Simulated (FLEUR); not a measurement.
# SnSe under changes of volume

One of the cells (27.271 Å³/atom); the others are scaled copies at fixed shape and fractional positions:

```
Sn Se
1.0
     0.00000    3.01000    3.01000
     3.01000    0.00000    3.01000
     3.01000    3.01000    0.00000
Sn Se
1 1
Direct
  0.00000 0.00000 0.00000
  0.50000 0.50000 0.50000
```

Measurements of this composition are mostly on another form, of space group No. 62.

* Program: FLEUR MaX-R8.1 (later development tree)
* Functional: SCAN
* Potentials or basis: all-electron
* Basis: FLAPW
* Kmax: 4.1 1/bohr
* k mesh: 8 × 8 × 8
* Occupations: fermi-dirac, width 0.05 eV
* Spin: no spin polarisation

```tsv
volume (Å³/atom)	energy over the lowest point (meV/atom)	gap on the mesh (eV)
25.635	16.09	0.72
26.180	6.38	0.62
27.271	0.00	0.44
28.362	?	?
28.907	16.44	0.20
```

**Question.** What does the run at 28.362 Å³/atom give?

**Answer.** Energy over the lowest point 7.90 meV/atom; gap on the mesh 0.27 eV.

Worked out: A Birch-Murnaghan fit of order 2 (a polynomial in V^(-2/3)) to the other rows has its minimum at 27.18 Å³/atom with B0 = V·E''(V) = 53 GPa. It gives 7.91 meV/atom at 28.362 Å³/atom, against the run's 7.90. A straight line through the other rows of the gap, of slope -4.31 eV per unit of ln V, gives 0.28 eV, against the run's 0.27.

Energies are extrapolated to zero smearing.

Caveats: the meta-GGA is that of a development version, with a GGA for the radial functions and cores and without core tails; spin-orbit coupling is left out, which moves the levels of the heavy elements.

A mesh can miss the band edges.
